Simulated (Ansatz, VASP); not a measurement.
**P in VASP and in Ansatz**

```
CELL_PARAMETERS angstrom
3.14553 0.00000 0.00000
-1.57277 2.72411 0.00000
0.00000 0.00000 3.11038
ATOMIC_POSITIONS crystal
P 0.33333 0.66667 0.25000
P 0.66667 0.33333 0.75000
```

Alike in both runs: task single point; functional PBEsol; k mesh 13 × 13 × 11; occupations fermi-dirac, width 0.1 eV; no spin polarisation.

|  | VASP | Ansatz |
| --- | --- | --- |
| version | VASP 6.6.1 | Ansatz 0.2.0 |
| potentials or method | VASP PAW PBE potentials, release 64 (P) | plane waves (420 eV) with PAW, scalar-relativistic |
| plane-wave cutoff (eV) | 520 | 420 |
| valence electrons in the cell | 10 | 10 |

Ansatz gave:

- pressure (GPa): 10.7
- largest component of the traceless stress (GPa): 1.74

Question: What did VASP give for the same quantities?

Answer: Pressure (GPa): 10.8; largest component of the traceless stress (GPa): 1.79.

Ansatz warned: «pseudo_functional_mismatch».

Caveats: the PAW data sets were made with another functional, which shifts forces and pressure a little (VASP).
